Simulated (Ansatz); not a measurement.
**How settings move the results for ZnAu**

```xyz
2
Lattice="3.1470 0.0000 0.0000 0.0000 3.1470 0.0000 0.0000 0.0000 3.1470" Properties=species:S:1:pos:R:3 pbc="T T T"
Zn    1.5735    1.5735    1.5735
Au    0.0000    0.0000    0.0000
```

Atoms are numbered in the order listed.

The cell is COD entry 1510322, as deposited and not checked against the literature; nothing was relaxed.

No spin–orbit coupling, which matters for the heavy atoms here.

Level of theory: Ansatz 0.2.0, DFT, PBE, all-electron LAPW, scalar-relativistic.

Numerical set-up: a Γ-centred 13×13×13 k mesh, Fermi–Dirac smearing of 0.05 eV, basis error target 0.5 meV/atom, no spin polarisation. One setting is then changed at a time.

```tsv
filling	energy at zero smearing less the base's (meV/atom)	P (GPa)	cutoff chosen (eV)
Fermi–Dirac 0.05 eV (base)	0.0	4.87	287
tetrahedron	-1.5	–	287
Gaussian 0.2 eV	?	4.88	287
Gaussian 0.05 eV	0.4	4.84	287
Fermi–Dirac 0.01 eV	0.5	4.84	287
Fermi–Dirac 0.15 eV	-1.5	4.91	287
```

Give the missing entry: row "Gaussian 0.2 eV", column "energy at zero smearing less the base's (meV/atom)".

-0.7.
